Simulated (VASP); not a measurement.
# ZrSe2 in VASP: notebook

One slab, ZrSe2, is run at these levels: PBE+D3(BJ); tasks: relaxation of cell and atoms.

Everything below comes from runs of VASP 6.6.1. Logs are shortened: lines on timing, memory, paths and dates and some standing lists are left out, and cuts for length are marked.

## Step 1: The structure

The cell holds a slab with vacuum, 9 atoms: a = 3.798 Å, b = 3.798 Å, c = 33.480 Å, α = 90.00°, β = 90.00°, γ = 120.00°.

## Step 2: Relaxation of cell and atoms, PBE+D3(BJ)

Input file INCAR:

```
SYSTEM = ZrSe2
PREC = Accurate
ENCUT = 600
EDIFF = 1E-6
ISMEAR = 0
SIGMA = 0.03
LREAL = .False.
LASPH = .True.
NELM = 80
ALGO = Normal
ISIF = 3
LWAVE = .False.
LCHARG = .False.
GGA = PE
IVDW = 12
IBRION = 2
NSW = 90
EDIFFG = -0.01
LATTICE_CONSTRAINTS = .TRUE. .TRUE. .FALSE.
KPAR = 4
```

Input file KPOINTS:

```
Automatic mesh
0
Gamma
  9 9 1
  0 0 0
```

Input file POSCAR:

```
ZrSe2
1.0
    3.7980000000      0.0000000000      0.0000000000
   -1.8990000000      3.2891644800      0.0000000000
    0.0000000000      0.0000000000     33.4800000000
Se Zr
6 3
Direct
    0.6666666700      0.3333333300      0.2688172000
    0.3333333300      0.6666666700      0.3612903200
    0.6666666700      0.3333333300      0.4537634400
    0.3333333300      0.6666666700      0.5462365600
    0.6666666700      0.3333333300      0.6387096800
    0.3333333300      0.6666666700      0.7311828000
    0.0000000000      0.0000000000      0.3150537600
    0.0000000000      0.0000000000      0.5000000000
    0.0000000000      0.0000000000      0.6849462400
```

Potentials or basis: VASP PAW PBE potentials, release 64 (Se, Zr_sv).

Started as:

```console
> cat potpaw_PBE.64/Se/POTCAR potpaw_PBE.64/Zr_sv/POTCAR > POTCAR
> mpirun -np 4 vasp_std > vasp.out
```

OUTCAR:

```text
SYSTEM = ZrSe2
   PREC = Accurate
   ENCUT = 600
   EDIFF = 1E-6
   ISMEAR = 0
   LREAL = .False.
   LASPH = .True.
   NELM = 80
   ISIF = 3
   GGA = PE
   IVDW = 12
   IBRION = 2
   NSW = 90
   EDIFFG = -0.01
 IVDW          = 12

 ion  position               nearest neighbor table
   1  0.667  0.333  0.269-   7 2.68   7 2.68   7 2.68
   2  0.333  0.667  0.361-   7 2.68   7 2.68   7 2.68
   3  0.667  0.333  0.454-   8 2.68   8 2.68   8 2.68
   4  0.333  0.667  0.546-   8 2.68   8 2.68   8 2.68
   5  0.667  0.333  0.639-   9 2.68   9 2.68   9 2.68
   6  0.333  0.667  0.731-   9 2.68   9 2.68   9 2.68
   7  0.000  0.000  0.315-   1 2.68   2 2.68   1 2.68   2 2.68   1 2.68   2 2.68
   8  0.000  0.000  0.500-   3 2.68   4 2.68   4 2.68   3 2.68   3 2.68   4 2.68
   9  0.000  0.000  0.685-   6 2.68   5 2.68   6 2.68   5 2.68   6 2.68   5 2.68

  LATTYP: Found a hexagonal cell.
 ALAT       =     3.7980000000
 C/A-ratio  =     8.8151658768

  Lattice vectors:

 A1 = (   3.7980000000,   0.0000000000,   0.0000000000)
 A2 = (  -1.8990000000,   3.2891644800,   0.0000000000)
 A3 = (   0.0000000000,   0.0000000000,  33.4800000000)

Analysis of symmetry for initial positions (statically):
=====================================================================
 Subroutine PRICEL returns:
 Original cell was already a primitive cell.

 Routine SETGRP: Setting up the symmetry group for a
 hexagonal supercell.

 Subroutine GETGRP returns: Found 12 space group operations
 (whereof 12 operations were pure point group operations)
 out of a pool of 24 trial point group operations.

The static configuration has the point symmetry D_3d.

Analysis of symmetry for dynamics (positions and initial velocities):
=====================================================================
 Subroutine PRICEL returns:
 Original cell was already a primitive cell.

 Routine SETGRP: Setting up the symmetry group for a
 hexagonal supercell.

 Subroutine GETGRP returns: Found 12 space group operations
 (whereof 12 operations were pure point group operations)
 out of a pool of 24 trial point group operations.

The dynamic configuration has the point symmetry D_3d.

 Subroutine INISYM returns: Found 12 space group operations
 (whereof 12 operations are pure point group operations),
 and found     1 'primitive' translations

----------------------------------------------------------------------------------------

                                     Primitive cell

  volume of cell :     418.2404

  direct lattice vectors                    reciprocal lattice vectors
     3.798000000  0.000000000  0.000000000     0.263296472  0.152014289  0.000000000
    -1.899000000  3.289164480  0.000000000     0.000000000  0.304028578  0.000000000
     0.000000000  0.000000000 33.480000000     0.000000000  0.000000000  0.029868578

  length of vectors
     3.798000000  3.797999997 33.480000000     0.304028578  0.304028578  0.029868578

  position of ions in fractional coordinates (direct lattice)
     0.666666670  0.333333330  0.268817200
     0.333333330  0.666666670  0.361290320
     0.666666670  0.333333330  0.453763440
     0.333333330  0.666666670  0.546236560
     0.666666670  0.333333330  0.638709680
     0.333333330  0.666666670  0.731182800
     0.000000000  0.000000000  0.315053760
     0.000000000  0.000000000  0.500000000
     0.000000000  0.000000000  0.684946240

  ion indices of the primitive-cell ions
   primitive index   ion index
                 1           1
                 2           2
                 3           3
                 4           4
                 5           5
                 6           6
                 7           7
                 8           8
                 9           9

----------------------------------------------------------------------------------------

 KPOINTS: Automatic mesh

Automatic generation of k-mesh.
 Grid dimensions read from file:
 generate k-points for:    9    9    1

 Generating k-lattice:

  Cartesian coordinates                     Fractional coordinates (reciprocal lattice)
     0.029255164  0.016890477  0.000000000     0.111111111 -0.000000000  0.000000000
     0.000000000  0.033780953  0.000000000     0.000000000  0.111111111  0.000000000
     0.000000000  0.000000000  0.029868578     0.000000000  0.000000000  1.000000000

  Length of vectors
     0.033780953  0.033780953  0.029868578

  Shift w.r.t. Gamma in fractional coordinates (k-lattice)
     0.000000000  0.000000000  0.000000000

 Subroutine IBZKPT returns following result:
 ===========================================

 Found     12 irreducible k-points:

 Following reciprocal coordinates:
            Coordinates               Weight
  0.000000  0.000000  0.000000      1.000000
  0.111111 -0.000000  0.000000      6.000000
  0.222222 -0.000000  0.000000      6.000000
  0.333333 -0.000000  0.000000      6.000000
  0.444444 -0.000000  0.000000      6.000000
  0.111111  0.111111  0.000000      6.000000
  0.222222  0.111111  0.000000     12.000000
  0.333333  0.111111  0.000000     12.000000
  0.444444  0.111111  0.000000      6.000000
  0.222222  0.222222  0.000000      6.000000
  0.333333  0.222222  0.000000     12.000000
  0.333333  0.333333  0.000000      2.000000
   k-points           NKPTS =     12   k-points in BZ     NKDIM =     12   number of bands    NBANDS=     43
   number of dos      NEDOS =    301   number of ions     NIONS =      9
   total plane-waves  NPLWV = 243000
   dimension x,y,z NGX =    30 NGY =   30 NGZ =  270
   dimension x,y,z NGXF=    60 NGYF=   60 NGZF=  540
   ions per type =               6   3
   NGX,Y,Z   is equivalent  to a cutoff of  13.13, 13.13, 13.41 a.u.
   NGXF,Y,Z  is equivalent  to a cutoff of  26.26, 26.26, 26.81 a.u.
 SYSTEM =  ZrSe2
   PREC   = accura    normal or accurate (medium, high low for compatibility)
   ISTART =      0    job   : 0-new  1-cont  2-samecut
   ICHARG =      2    charge: 1-file 2-atom 10-const
   ISPIN  =      1    spin polarized calculation?
   LNONCOLLINEAR =      F non collinear calculations
   LSORBIT =      F    spin-orbit coupling
   LASPH  =      T    aspherical Exc in radial PAW
   ENCUT  =  600.0 eV  44.10 Ry    6.64 a.u.   7.59  7.59 66.87*2*pi/ulx,y,z
   NELM   =     80;   NELMIN=  2; NELMDL= -5     # of ELM steps
   EDIFF  = 0.1E-05   stopping-criterion for ELM
   LREAL  =      F    real-space projection
   EDIFFG = -.1E-01   stopping-criterion for IOM
   NSW    =     90    number of steps for IOM
   IBRION =      2    ionic relax: 0-MD 1-quasi-New 2-CG
   NFREE  =      1    steps in history (QN), initial steepest desc. (CG)
   ISIF   =      3    stress and relaxation
   ISYM   =      2    0-nonsym 1-usesym 2-fastsym
   POTIM  = 0.5000    time-step for ionic-motion
   TEBEG  =    0.0;   TEEND  =   0.0 temperature during run
   PSTRESS=    0.0 pullay stress
   NELECT =      72.0000    total number of electrons
   NUPDOWN=      -1.0000    fix difference up-down
   EMIN   =  10.00;   EMAX   =-10.00  energy-range for DOS
   EFERMI =   0.00;   METHOD = LEGACY
   ISMEAR =     0;   SIGMA  =   0.03  broadening in eV -4-tet -1-fermi 0-gaus
   EFERMI_NEDOS =   21; number of points for ismear=-14 and -15
   IALGO  =     38    algorithm
   IMIX   =      4    mixing-type and parameters
     AMIX     =   0.40;   BMIX     =  1.00
     AMIX_MAG =   1.60;   BMIX_MAG =  1.00
  volume/ion in A,a.u.               =      46.47       313.60
  Fermi-wavevector in a.u.,A,eV,Ry     =   0.910703  1.720980 11.284411  0.829381
  Thomas-Fermi vector in A             =   2.034897
   LORBIT       =      0    0 simple, 1 ext, 2 COOP (PROOUT), +10 PAW based schemes
   GGA     = PE    functional components
   LHFCALC =     F    Hartree Fock is set to
   AEXX    =    0.0000 exact exchange contribution
   IVDW    =    12    specifies the selected vdW correction
   LEPSILON=     F    determine dielectric tensor
   LRPA    =     F    only Hartree local field effects (RPA)
 conjugate gradient relaxation of ions
 non-spin polarized calculation
 Gauss-broadening in eV      SIGMA  =   0.03
  energy-cutoff  :      600.00
  volume of cell :      418.24
 maximum number of plane-waves:     14019
   NGX = 15   NGY = 15   NGZ =133

--------------------------------------- Ionic step        1  -------------------------------------------

 number of electron      72.0000001 magnetization

 Free energy of the ion-electron system (eV)
  ---------------------------------------------------
  ext. energy  EPLUGINS =         0.00000000
  ---------------------------------------------------
  free energy    TOTEN  =       -58.71633827 eV

  energy without entropy =      -58.71633827  energy(sigma->0) =      -58.71633827

 E-fermi :  -0.0110     XC(G=0):  -5.5350

 val. band max:       -0.1943858771   @ k =   0.0000   0.0000   0.0000
 cond. band min:       0.3126995522   @ k =   0.4444  -0.0000   0.0000
 fundamental gap:      0.5070854292
 Fermi energy:        -0.0109502279

 k-point     1 :       0.0000    0.0000    0.0000
  band No.  band energies     occupation
      1     -49.6004      2.00000
      2     -49.6004      2.00000
      3     -49.6004      2.00000
      4     -27.6528      2.00000
      5     -27.6516      2.00000
      6     -27.6516      2.00000
[... 675 lines left out ...]
  FREE ENERGIE OF THE ION-ELECTRON SYSTEM (eV)
  ---------------------------------------------------
  free  energy   TOTEN  =       -61.8515424648 eV

  energy  without entropy=      -61.8515424645  energy(sigma->0) =      -61.85154246

[... ionic steps 4 to 25 ...]

--------------------------------------- Ionic step       26  -------------------------------------------

 number of electron      72.0000000 magnetization

------------------------ aborting loop because EDIFF is reached ----------------------------------------

 Edisp (eV)   -3.21515

 E8    (eV) :    -1.4784
[... 83 lines left out ...]
  energy  without entropy=      -61.8723743726  energy(sigma->0) =      -61.87237437

--------------------------------------- Ionic step       28  -------------------------------------------

 number of electron      72.0000000 magnetization

 Free energy of the ion-electron system (eV)
  ---------------------------------------------------
  ext. energy  EPLUGINS =         0.00000000
  ---------------------------------------------------
  free energy    TOTEN  =       -58.65539962 eV

  energy without entropy =      -58.65539962  energy(sigma->0) =      -58.65539962

 E-fermi :   0.2160     XC(G=0):  -5.6197

 val. band max:        0.0947890412   @ k =   0.0000   0.0000   0.0000
 cond. band min:       0.3411108579   @ k =   0.4444  -0.0000   0.0000
 fundamental gap:      0.2463218167
 Fermi energy:         0.2159651393

 k-point     1 :       0.0000    0.0000    0.0000
  band No.  band energies     occupation
      1     -49.3757      2.00000
      2     -49.3732      2.00000
      3     -49.3732      2.00000
      4     -27.4311      2.00000
      5     -27.4252      2.00000
      6     -27.4252      2.00000
[... 581 lines left out ...]
  FREE ENERGIE OF THE ION-ELECTRON SYSTEM (eV)
  ---------------------------------------------------
  free  energy   TOTEN  =       -61.8725222198 eV

  energy  without entropy=      -61.8725222198  energy(sigma->0) =      -61.87252222

 reached required accuracy - stopping structural energy minimisation
```

Run time: 18 min. Hardware: 4 MPI ranks of Intel Xeon 6975P-C (Granite Rapids), shared host; peak memory 0.75 GiB.

What came out:

* Free energy: -61.8725 eV
* Relaxed volume: 45.18 Å³/atom
* Relaxed cell: a = 3.745 Å, b = 3.745 Å, c = 33.480 Å, α = 90.00°, β = 90.00°, γ = 120.00°
* Space group after relaxing (to 0.05 Å): P-3m1 (No. 164)
* Energy gained by relaxing: 8.7 meV/atom
* Ionic steps: 28
* Largest force after relaxing: 0.008 eV/Å
* Band gap on the k mesh: 0.25 eV, indirect (least direct gap 1.03 eV)
* Dispersion energy per atom: -0.357 eV

Forces on the atoms (eV/Å):
```
Se   0.000  0.000 -0.001
Se   0.000  0.000  0.000
Se   0.000  0.000  0.001
Se   0.000  0.000 -0.001
Se   0.000  0.000  0.000
Se   0.000  0.000  0.001
Zr   0.000  0.000  0.008
Zr   0.000  0.000  0.000
Zr   0.000  0.000 -0.008
```

The path:
```csv
step,energy change (eV),largest force (eV/Å),pressure (GPa),volume (Å³)
1,0.0000,0.3236,-0.09,418.24
2,-0.0340,0.2908,0.10,413.12
3,-0.0577,0.2224,0.48,403.59
4,-0.0665,0.1071,-0.31,405.75
5,-0.0683,0.0326,-0.08,405.11
6,-0.0683,0.0360,-0.09,405.14
7,-0.0687,0.0286,-0.12,405.65
8,-0.0688,0.0373,-0.14,406.29
9,-0.0691,0.0286,-0.10,406.21
10,-0.0692,0.0459,-0.06,406.13
11,-0.0694,0.0456,-0.06,406.26
12,-0.0700,0.0450,-0.10,406.63
13,-0.0707,0.0439,-0.16,407.36
14,-0.0708,0.0655,-0.28,408.84
15,-0.0710,0.0514,-0.23,408.22
16,-0.0711,0.0505,-0.22,408.22
17,-0.0713,0.0497,-0.22,408.25
18,-0.0718,0.0464,-0.21,408.29
19,-0.0726,0.0503,-0.20,408.37
20,-0.0740,0.0589,-0.17,408.54
21,-0.0757,0.0750,-0.11,408.87
22,-0.0760,0.0828,-0.07,409.03
23,-0.0772,0.0689,0.01,408.06
24,-0.0776,0.0638,0.09,407.07
25,-0.0783,0.0406,0.03,406.98
26,-0.0785,0.0450,-0.05,406.88
27,-0.0785,0.0427,-0.03,406.90
28,-0.0787,0.0082,-0.02,406.65
```

Final structure:
```
Se Zr
1.0
     3.74499    0.00000    0.00000
    -1.87249    3.24326    0.00000
     0.00000    0.00000   33.48000
Se Zr
6 3
Direct
  0.66667 0.33333 0.27122
  0.33333 0.66667 0.36669
  0.66667 0.33333 0.45232
  0.33333 0.66667 0.54768
  0.66667 0.33333 0.63331
  0.33333 0.66667 0.72878
  0.00000 0.00000 0.31900
  0.00000 0.00000 0.50000
  0.00000 0.00000 0.68100
```

Levels at points of the mesh, in eV from the valence-band top:
```csv
k point,band 34,band 35,band 36,band 37,band 38,band 39
"(0.00, 0.00, 0.00)",-0.07,0.00,0.00,1.03,1.03,1.06
```

## Step 3: Relaxation of cell and atoms, PBE+D3(BJ)

This run uses another cell than the first one, of 45.18 Å³/atom, 0.972 times its volume.

INCAR: that of step 2 with these lines changed.

```diff
@@ -3,3 +3,3 @@
 ENCUT = 600
-EDIFF = 1E-6
+EDIFF = 1E-7
 ISMEAR = 0
@@ -17,3 +17,3 @@
 NSW = 90
-EDIFFG = -0.01
+EDIFFG = -0.005
 LATTICE_CONSTRAINTS = .TRUE. .TRUE. .FALSE.
```

KPOINTS is that of step 2.

Input file POSCAR:

```
ZrSe2                                   
1.0
    3.7449883709      0.0000000000      0.0000000000
   -1.8724941855      3.2432550627      0.0000000000
    0.0000000000      0.0000000000     33.4800000000
  Se              Zr            
     6     3
Direct
     0.6666666699999979    0.3333333300000021    0.2712244293830993
     0.3333333300000021    0.6666666699999979    0.3666922349376289
     0.6666666699999979    0.3333333300000021    0.4523161596917019
     0.3333333300000021    0.6666666699999979    0.5476838403082983
     0.6666666699999979    0.3333333300000021    0.6333077650623709
     0.3333333300000021    0.6666666699999979    0.7287755706169007
     1.0000000000000000    0.0000000000000000    0.3190023029019329
     1.0000000000000000    0.0000000000000000    0.5000000000000000
     1.0000000000000000    1.0000000000000000    0.6809976970980672
```

Potentials or basis: VASP PAW PBE potentials, release 64 (Se, Zr_sv).

Started as:

```console
> cat potpaw_PBE.64/Se/POTCAR potpaw_PBE.64/Zr_sv/POTCAR > POTCAR
> mpirun -np 4 vasp_std > vasp.out
```

It took 3.1 min on 4 MPI ranks of Intel Xeon 6975P-C (Granite Rapids), shared host; peak memory 0.74 GiB.

The run converged. Its results:

| Property | Result |
| --- | --- |
| Free energy | -61.8718 eV |
| Relaxed volume | 45.17 Å³/atom |
| Relaxed cell | a = 3.745 Å, b = 3.745 Å, c = 33.480 Å, α = 90.00°, β = 90.00°, γ = 120.00° |
| Space group after relaxing (to 0.05 Å) | P-3m1 (No. 164) |
| Energy gained by relaxing | 0.0 meV/atom |
| Ionic steps | 4 |
| Largest force after relaxing | 0.004 eV/Å |
| Band gap on the k mesh | 0.25 eV, indirect (least direct gap 1.03 eV) |
| Dispersion energy per atom | -0.358 eV |

Forces on the atoms (eV/Å):
```
Se   0.000  0.000  0.000
Se   0.000  0.000  0.004
Se   0.000  0.000 -0.001
Se   0.000  0.000  0.001
Se   0.000  0.000 -0.004
Se   0.000  0.000  0.000
Zr   0.000  0.000  0.004
Zr   0.000  0.000  0.000
Zr   0.000  0.000 -0.004
```

Final structure:
```
Se Zr
1.0
     3.74452    0.00000    0.00000
    -1.87226    3.24285    0.00000
     0.00000    0.00000   33.48000
Se Zr
6 3
Cartesian
  1.8723 1.0809 9.0806
  0.0000 2.1619 12.2769
  1.8723 1.0809 15.1436
  0.0000 2.1619 18.3364
  1.8723 1.0809 21.2031
  0.0000 2.1619 24.3994
  0.0000 0.0000 10.6805
  0.0000 0.0000 16.7400
  0.0000 0.0000 22.7995
```

Levels at points of the mesh, in eV from the valence-band top:
```csv
k point,band 32,band 33,band 34,band 35,band 36,band 37,band 38,band 39,band 40,band 41
"(0.00, 0.00, 0.00)",-0.19,-0.07,-0.07,0.00,0.00,1.03,1.03,1.06,1.06,1.07
```
